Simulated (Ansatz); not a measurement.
# BN: the cost of one run

Computed with Ansatz 0.2.0 (DFT PBE+D3(BJ), scalar-relativistic, plane waves, PAW, unless a step's input says otherwise).

5 further runs of the same task are left out: 1 that didn't finish, 4 set aside as unsound or not needed.

## 1. The starting structure

The structure is trigonal, space group R3m (No. 160). Conventional cell: a = 2.506 Å, b = 2.506 Å, c = 9.879 Å, α = 90.00°, β = 90.00°, γ = 120.00°. B (site symmetry 3m) has 3 N at 1.45 Å as nearest neighbours. N (site symmetry 3m) is surrounded by 3 B at 1.45 Å.

Coordinates:

```xyz
2
Lattice="2.4950 0.0022 -0.2351 -1.2383 2.1661 0.2351 -0.9369 -0.9053 3.3513" Properties=species:S:1:pos:R:3 pbc="T T T"
B     1.2507    2.1552   -0.0205
N     0.3075   -0.1947    3.2495
```

It goes back to an entry of the Materials Project, which need not be the stable form.

This cell was relaxed beforehand with the same method: volume 8.96 Å³/atom, gap on the mesh 4.23 eV.

## 2. Phonons at Γ, at rest

input.yaml

```yaml
crystal:
  lattice:
    - [2.4950430234, 0.002192165, -0.2351082271]
    - [-1.2383183159, 2.1660608111, 0.2350929267]
    - [-0.9368797252, -0.9052854192, 3.3513133633]
  atoms:
    - { symbol: B, position: [0.991038784, 0.9914237067, -0.0061515093] }
    - { symbol: "N", position: [0.657110216, 0.3244602933, 0.9929565093] }
basis:
  ecutwfc: 420
kpoints:
  mp_grid: { grid: [12, 12, 12] }
hamiltonian:
  xc: pbe
  dispersion: d3bj
scf:
  occupations: { method: fixed }
output:
  eigenvalues: true
phonons:
  method: dfpt
  dielectric: true
  rigid_motions: translations
  eigenvectors: true
```

The run is started by

```sh
$ ansatz run input.yaml --threads 1 --pin off --max-ram 3072MiB --backend cpu --events-out ev --progress --plain --runs-dir out
```

Q: Estimate wall time and peak memory on 1 thread of AMD EPYC 7R43 (Zen 3), shared host.

About 65 s, with a peak of 0.75 GiB.
